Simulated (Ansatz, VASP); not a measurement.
# KCl: VASP beside Ansatz

```
K Cl
1.0
     3.70668    0.00000    0.00000
     0.00000    3.70668    0.00000
     0.00000    0.00000    3.63400
K Cl
1 1
Direct
  0.00000 0.00000 0.00000
  0.50000 0.50000 0.50000
```

Change from the starting cell: equal xx and yy strain of +2 %, PAW files.

Alike in both runs: task electric field gradients; functional PBE; k mesh 7 × 7 × 7; occupations fermi-dirac, width 0.02 eV; no spin polarisation.

|  | VASP | Ansatz |
| --- | --- | --- |
| version | VASP 6.6.1 | Ansatz 0.2.0 |
| potentials or method | VASP PAW PBE potentials, release 64 (K_sv, Cl) | PAW with Ansatz's default frozen-core files, scalar-relativistic |
| plane-wave cutoff (eV) | 520 | 420 |
| valence electrons in the cell | 16 | 16 |

VASP gave:

```
gap on the k mesh at the Fermi level (eV)                      : 5.32
pressure (GPa)                                                 : 3.1
largest component of the traceless stress (GPa)                : 0.66
Vzz of the field gradient on the site that differs most (V/Å²) : -5.1
```

Problem. Estimate Ansatz's values.

Solution. gap on the k mesh at the Fermi level (eV): 5.32; pressure (GPa): 3.1; largest component of the traceless stress (GPa): 0.66; Vzz of the field gradient on the site that differs most (V/Å²): -5.2.

Caveats: an odd mesh through Γ misses points on the zone boundary, where band edges often lie.
